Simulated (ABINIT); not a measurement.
## Ge in ABINIT: the effect of target pressure

Ge:

```
Ge
1.0
     0.00000    2.82891    2.82891
     2.82891    0.00000    2.82891
     2.82891    2.82891    0.00000
Ge
2
Cartesian
  4.2434 4.2434 4.2434
  2.8289 2.8289 2.8289
```

Alike in all runs:

| Property | Result |
| --- | --- |
| Program | ABINIT 10.8.3 (patched build) |
| Task | relaxation of cell and atoms |
| Functional | PBE |
| Potentials or basis | JTH PAW PBE v2.0 |
| Cutoff | 599 eV |
| k mesh | 8 × 8 × 8 |
| Occupations | fermi-dirac, width 0.05 eV |
| Spin | no spin polarisation |

Each run relaxes the cell or the atoms first.

```tsv
target pressure	relaxed volume (Å³/atom)	gap on the mesh (eV)
0 GPa	23.96	none
5 GPa	22.28	0.16
10 GPa	21.12	0.40
20 GPa	19.47	0.35
30 GPa	?	?
```

Question: What does the run with target pressure 30 GPa give?

Answer: Relaxed volume 18.30 Å³/atom; gap on the mesh 0.23 eV.

Worked out: In Murnaghan's law V^(-B') rises as a straight line in P. The other rows fit best with B' = 4.4, V0 = 23.96 Å³/atom and B0 = 59 GPa, which gives 18.35 Å³/atom at 30 GPa, against the run's 18.30.

Caveats: the atomic spheres overlap (some runs); the volume moved by over 15 % at a fixed basis, so the end points are rough (some runs).

A k mesh can miss the band edges.

A gap of «none» marks a metal or a gap under the smearing width.
